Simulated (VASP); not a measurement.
Wanted: the native input for a VASP 6.6.1 run.

| Quantity | Value |
| --- | --- |
| Task | density of states |
| Functional | LDA |
| Potentials or basis | VASP PAW LDA potentials, release 64 (Pt, Se) |
| Cutoff | 520 eV |
| k mesh | 8 × 8 × 8 |
| Occupations | gaussian, width 0.02 eV |
| Spin | no spin polarisation |
| k mesh for the DOS | 12 × 12 × 12 |
| Occupations for the DOS | tetrahedron |
| Further INCAR settings | ALGO = Normal; EDIFF = 1e-07 |

PtSe:

```
CELL_PARAMETERS angstrom
0.00000 3.03745 3.03745
3.03745 0.00000 3.03745
3.03745 3.03745 0.00000
ATOMIC_POSITIONS crystal
Pt 0.00000 0.00000 0.00000
Se 0.25000 0.25000 0.25000
```

The cell comes from a database or a generator and needn't be the stable form of this composition.

One way to write it, as run:

POSCAR

```
PtSe
1.0
    0.0000000000      3.0374472300      3.0374472300
    3.0374472300      0.0000000000      3.0374472300
    3.0374472300      3.0374472300      0.0000000000
Pt Se
1 1
Direct
    0.0000000000      0.0000000000      0.0000000000
    0.2500000000      0.2500000000      0.2500000000
```

INCAR.step1

```
SYSTEM = PtSe
PREC = Accurate
ENCUT = 520
EDIFF = 1E-7
ISMEAR = 0
SIGMA = 0.02
LREAL = .FALSE.
LASPH = .TRUE.
NELM = 60
ALGO = Normal
ISIF = 2
LWAVE = .FALSE.
LCHARG = .TRUE.
LMAXMIX = 4
```

KPOINTS.step1

```
Automatic mesh
0
G
  8 8 8
  0 0 0
```

INCAR.step2

```
SYSTEM = PtSe
PREC = Accurate
ENCUT = 520
EDIFF = 1E-7
ISMEAR = -5
SIGMA = 0.02
LREAL = .FALSE.
LASPH = .TRUE.
NELM = 60
ALGO = Normal
ISIF = 2
LWAVE = .FALSE.
LCHARG = .FALSE.
LMAXMIX = 4
LORBIT = 11
NEDOS = 2001
ICHARG = 11
```

KPOINTS.step2

```
Automatic mesh
0
G
  12 12 12
  0 0 0
```

Potentials or basis: VASP PAW LDA potentials, release 64 (Pt, Se).

The run is started by

```sh
$ cat potpaw_LDA.64/Pt/POTCAR potpaw_LDA.64/Se/POTCAR > POTCAR
$ cp INCAR.step1 INCAR
$ cp KPOINTS.step1 KPOINTS
$ mpirun -np 1 vasp_std > vasp.out
$ cp INCAR.step2 INCAR
$ cp KPOINTS.step2 KPOINTS
$ mpirun -np 1 vasp_std > vasp.out
```

It gave:

```yaml
Valence_electrons_inside_the_program's_atomic_spheres: Pt 8.97; Se 3.64
```

Run time: 32 s on 1 thread of AMD EPYC 7R43 64-Core Processor (Zen 3), with other jobs on the host, peak memory 0.15 GiB.
